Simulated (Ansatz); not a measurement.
Si$_{2}$Ni: checking dH/dP = V

Theory: DFT PBE, scalar-relativistic, plane waves, PAW (Ansatz). (420 eV cutoff, 14×14×14 k-mesh, Gaussian smearing of 0.10 eV, no spin polarisation)

The relaxed crystal:

```
Si Ni
1.0
     0.00000    2.72339    2.72339
     2.72339    0.00000    2.72339
     2.72339    2.72339    0.00000
Si Ni
2 1
Direct
  0.25000 0.25000 0.25000
  0.75000 0.75000 0.75000
  0.00000 0.00000 0.00000
```

Cell and atoms were relaxed at each target pressure within the start's symmetry (Fm-3m), at zero temperature; other phases can be more stable under pressure. H = E + PV with P the target; E is the free energy at the smearing used, whose derivative the pressure is, per atom and counted from zero pressure. Spin polarisation was left out, and a magnetic state may lie lower.

```csv
P (GPa),V (Å³/atom),E − E0 (meV),H − H0 (meV)
0,13.466,0.0,0.0
1,13.376,0.3,83.8
4,13.117,4.3,331.8
12,12.546,32.4,972.0
25,11.833,113.1,1959.5
50,10.896,327.4,3727.8
90,9.913,748.3,6316.6
```

Thermodynamics gives dH/dP = V along a relaxed path. Integrate V over P by the trapezoid rule and compare with the computed enthalpies.

With 1 eV/Å³ = 160.22 GPa, each step adds the mean volume times ΔP / 160.22:
| P (GPa) | ∫V dP (meV) | H − H0 (meV) | difference (meV) |
| --- | --- | --- | --- |
| 1 | 83.8 | 83.8 | 0.0 |
| 4 | 331.8 | 331.8 | 0.0 |
| 12 | 972.5 | 972.0 | 0.5 |
| 25 | 1961.5 | 1959.5 | 2.1 |
| 50 | 3734.9 | 3727.8 | 7.1 |
| 90 | 6332.4 | 6316.6 | 15.8 |

V(P) curves upward, so the trapezoid rule runs high; integrating a smooth curve through the same points puts that excess at about 15.8 meV at 90 GPa, against the 15.8 meV found.

At 90 GPa, how much of the enthalpy change is stored energy and how much is the PV term?

E rises by 748 meV/atom and PV is 90 × 9.913 / 160.22 = 5568 meV/atom, so PV makes 88 % of ΔH. So between rival structures at high pressure a small difference in volume can outweigh the difference in energy: 1 % of this volume is worth 55.7 meV/atom at this pressure.

What bulk modulus do the lowest pressures give?

From the pressures that the runs reached, -1.00 GPa (13.561 Å³) and 1.00 GPa (13.376 Å³), B = −ΔP/Δln V = 2.00 / 0.0138 = 145 GPa, a mean over that range.